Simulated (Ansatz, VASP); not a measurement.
**Ti: VASP beside Ansatz**

INCAR

```
PREC = Accurate
ENCUT = 520
EDIFF = 1E-6
ISMEAR = 0
SIGMA = 0.15
LREAL = False
LASPH = True
NELM = 80
ALGO = Fast
ISIF = 2
LWAVE = False
LCHARG = False
GGA = PS
NBANDS = 12
```

The input KPOINTS:

```
Automatic mesh
0
Gamma
  20 20 20
```

File POSCAR:

```
Ti
1.0
   -1.6637718523      1.6637718523      1.6851979404
    1.6637718523     -1.6637718523      1.6851979404
    1.5461289865      1.5461289865     -1.6851979404
Ti
1
Direct
    0.0000000000      0.0000000000      0.0000000000
```

Input for Ansatz:

```yaml
crystal:
  lattice:
    - [-1.6637718523, 1.6637718523, 1.6851979404]
    - [1.6637718523, -1.6637718523, 1.6851979404]
    - [1.5461289865, 1.5461289865, -1.6851979404]
  atoms:
    - { symbol: Ti, position: [0.0, 0.0, 0.0] }
basis:
  ecutwfc: 520.0
kpoints:
  mp_grid: { grid: [20, 20, 20] }
hamiltonian:
  xc: pbesol
  pseudopotentials: { kind: paw, azcp: { folder: soft_1 } }
scf:
  occupations: { method: gaussian, width: 0.15 }
output:
  forces: true
  stress: true
  eigenvalues: true
```

Change from the starting cell: engineering shear strain xy -0.0733, normal strain along z +0.0500.

Alike in both runs: task single point; functional PBEsol; k mesh 20 × 20 × 20; occupations gaussian, width 0.15 eV; no spin polarisation.

|  | VASP | Ansatz |
| --- | --- | --- |
| version | VASP 6.6.1 | Ansatz 0.2.0 |
| potentials or method | VASP PAW PBE potentials, release 64 (Ti_sv) | scalar-relativistic, plane waves, PAW |
| plane-wave cutoff (eV) | 520 | 520 |
| valence electrons in the cell | 12 | 12 |

VASP gave:

```
gap on the k mesh at the Fermi level (eV)       : none
pressure (GPa)                                  : -5.2
largest component of the traceless stress (GPa) : 2.20
```

Which values does Ansatz return?

gap on the k mesh at the Fermi level (eV): none; pressure (GPa): -4.9; largest component of the traceless stress (GPa): 2.21.

A gap of «none» marks a metal or a gap that the smearing closes. Ansatz warned: «pseudo_functional_mismatch».

Caveats: the PAW data sets were made with another functional, which shifts forces and pressure a little (VASP).
